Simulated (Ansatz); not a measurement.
# Au: reading a single point

```
Au
1.0
     2.71222    0.00000    0.00000
     0.90446    2.55697    0.00000
     0.90446    0.63945    2.47572
Au
1
Direct
  0.00000 0.00000 0.00000
```

The numbers come from plane-wave PAW DFT (Ansatz): r2SCAN, no spin polarisation, 500 eV, 13×13×13 Γ-centred k points, gaussian occupations (width 0.0425 eV). Nothing was relaxed.

Q: Describe some of the short contacts.

A: Au–Au at 2.71 Å: least valence density 0.38 e/Å³ and ELF 0.24 there. Both are smooth PAW fields, read partly inside the augmentation spheres.

Q: Metal or insulator?

A: It is a metal, with about 0.25 states/eV a cell as the mean within 0.25 eV of the Fermi level.

Q: What does the stress say?

A: The pressure is 10.8 GPa (compression positive), so with the atoms held at these fractions the cell would first expand. The principal stresses 8.3, 8.3, 15.9 GPa differ, so its shape would change too.

Origin: a known structure type with other elements, at an estimated volume, so it need not be a known compound.
